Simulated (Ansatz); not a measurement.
Crystal: HgTe (Coloradoite).

```
Hg Te
1.0
     0.00000    3.21450    3.21450
     3.21450    0.00000    3.21450
     3.21450    3.21450    0.00000
Hg Te
1 1
Cartesian
  0.0000 0.0000 0.0000
  4.8217 4.8217 4.8217
```

Program: Ansatz 0.2.0. Alike in all runs: potentials or basis Ansatz PAW; no spin polarisation; cell as given; k mesh 4 × 4 × 4; smearing fermi-dirac 0.05 eV; the mesh is coarse, so values aren't converged.

Task: Order these runs on this cell by their band gap on the k mesh, lowest first.
A. level r2SCAN0 form with a typed share of exact exchange; cutoff (eV) 500; share of exact exchange 0.5
B. level PBEsol; cutoff (eV) 420; points for each segment of the path 14
C. level r2SCAN0; cutoff (eV) 500; share of exact exchange 0.25
D. level PBE0; cutoff (eV) 420

Result: B (metal), D (0.72 eV), C (0.89 eV), A (2.25 eV).

Caveats: all runs use coarse meshes; spin-orbit coupling is left out, which moves the levels of the heavy elements.

